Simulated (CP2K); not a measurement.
# CdTe in CP2K: the effect of functional

CdTe:

```
Te Cd
1.0
     4.53255    0.00000    0.00000
     2.26628    3.92531    0.00000
     2.26628    1.30844    3.70082
Te Cd
1 1
Direct
  0.75000 0.75000 0.75000
  0.00000 0.00000 0.00000
```

Alike in all runs:

- Program: CP2K 2026.2
- Task: band structure
- Potentials or basis: POTENTIAL_UZH Te GTH-PBE-q6, Cd GTH-PBE-q12; TZVP-MOLOPT-PBE-GTH basis
- Density cutoff: 9184 eV
- k mesh: 7 × 7 × 7
- Occupations: fermi-dirac, width 0.05 eV
- Spin: no spin polarisation

| functional | gap on the mesh (eV) | pressure (GPa) |
| --- | --- | --- |
| PBE | 0.88 | 4.9 |
| LDA | ? | ? |
| vdW-DF2 | 0.88 | 8.5 |
| BLYP | 0.89 | 7.6 |
| RPBE | 1.01 | 6.1 |
| MS2 | 1.17 | 3.7 |

**Question.** What does the run with functional LDA give?

**Answer.** gap on the mesh 0.61 eV; pressure 1.9 GPa.

Caveats: spin-orbit coupling is left out, which moves the levels of the heavy elements; the basis of atomic orbitals isn't converged, which shifts pressures, moduli and gaps; the potentials were made for another functional, which shifts forces and pressure (some runs).

